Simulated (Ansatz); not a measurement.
Write the native input for Ansatz 0.2.0 that does the following.

```
Task                  : relaxation of cell and atoms
Functional            : PBEsol
Potentials or basis   : Ansatz PAW
Cutoff                : 420 eV (not typed: the program's choice for these potentials)
k mesh                : 8 × 8 × 4
Occupations           : fermi-dirac, width 0.05 eV
Spin                  : no spin polarisation
Target pressure (GPa) : 0
```

The system is Bi.

```xyz
2
Lattice="3.2384 0.0000 0.0000 0.0000 3.2216 0.0000 -0.0805 0.0000 6.4439" Properties=species:S:1:pos:R:3 pbc="T T T"
Bi    1.7022    0.0000    4.8302
Bi    1.4558    0.0000    1.6137
```

This isn't the form of Bi at room conditions, which is rhombohedral.

These files were run (other wordings do the same):

input.yaml

```yaml
crystal:
  lattice:
    - [3.238376246, 0.0, 0.0]
    - [0.0, 3.22164332, 0.0]
    - [-0.0804548793, 0.0, 6.4438887882]
  atoms:
    - { symbol: Bi, position: [0.54424725, 0.0, 0.74957789] }
    - { symbol: Bi, position: [0.45575275, 0.0, 0.25042211] }
hamiltonian:
  xc: pbesol
  pseudopotentials: { kind: paw }
kpoints:
  mp_grid: { grid: [8, 8, 4] }
scf:
  occupations: { method: fermi_dirac, width: 0.05 }
output:
  forces: true
  stress: true
  eigenvalues: true
relax:
  f_tol: 0.01
  max_steps: 40
  cell: { stress_tol: 0.05 }
```

Potentials or basis: Ansatz PAW.

The run is started by

```sh
$ ansatz run input.yaml --threads 2 --pin off --max-ram 5632MiB --backend cpu --events-out ev --progress --plain --runs-dir out
```

It gave:

```json
{
 "Relaxed volume": "33.23 Å³/atom",
 "Relaxed cell": "a = 3.220 Å, b = 3.235 Å, c = 6.391 Å, α = 90.00°, β = 93.35°, γ = 90.00°",
 "Space group after relaxing (to 0.05 Å)": "P2/m (No. 10)",
 "Energy gained by relaxing": "2.8 meV/atom",
 "Ionic steps": "10",
 "Pressure after relaxing": "0.0 GPa",
 "Band gap on the k mesh": "none (metal or under the smearing width)"
}
```

Caveat: the plane-wave basis is chosen anew once the cell has moved, so the energies of steps on either side of that aren't comparable; spin-orbit coupling is left out, which moves the levels of the heavy elements; the PAW data sets come from PBE, with cores solved anew for the run's functional, which leaves a small shift of forces and pressure.

It took 34 s on 2 threads of Arm Neoverse V1, with other jobs on the host, peak memory 0.39 GiB.
